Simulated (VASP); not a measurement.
A run of VASP 6.6.1 is set up as follows.

INCAR

```
SYSTEM = CoO
  PREC = Accurate
  ENCUT = 520
  EDIFF = 1E-7
  ISMEAR = 1
  SIGMA = 0.1
  LREAL = .FALSE.
  LASPH = .TRUE.
  NELM = 150
  ALGO = Normal
  ISIF = 2
  LWAVE = .FALSE.
  LCHARG = .FALSE.
  ISPIN = 2
  MAGMOM = 2 0
  LORBIT = 11
  LMAXMIX = 4
  LDAU = .TRUE.
  LDAUTYPE = 2
  LDAUL = 2 -1
  LDAUU = 7 0
  LDAUJ = 0 0
  LDAUPRINT = 1
  GGA = PS
  IVDW = 13
  NBANDS = 18
```

The input KPOINTS:

```
Automatic mesh
0
G
  10 10 10
  0 0 0
```

POSCAR

```
CoO
1.0
    1.6022198417      0.9250420569      2.5664708903
   -1.6022198417      0.9250420569      2.5664708903
    0.0000000000     -1.8500841138      2.5664708903
Co O
1 1
Direct
    0.9989783200      0.9989783200      0.9989783200
    0.7510210300      0.7510210300      0.7510210300
```

Potentials or basis: VASP PAW PBE potentials, release 64 (Co, O).

The run is started by

```sh
$ cat potpaw_PBE.64/Co/POTCAR potpaw_PBE.64/O/POTCAR > POTCAR
$ mpirun -np 1 vasp_std > vasp.out
```

Question: Estimate the dispersion energy per atom.

Answer: -0.136 eV.

Question: What does it give for the pressure?

Answer: 4.2 GPa.

Question: What does it give for the band gap on the k mesh?

Answer: 1.05 eV, direct.

Question: Predict the largest force.

Answer: 0.419 eV/Å.

Stress tensor (GPa, compression positive):
```
1.75 0.00 0.00
0.00 1.75 0.00
0.00 0.00 9.06
```

Caveat: the PAW data sets were made with another functional, which shifts forces and pressure a little; a cell with one magnetic atom can't hold antiferromagnetic order, which such compounds often take. The state reached can hang on the start; a lower one may exist.
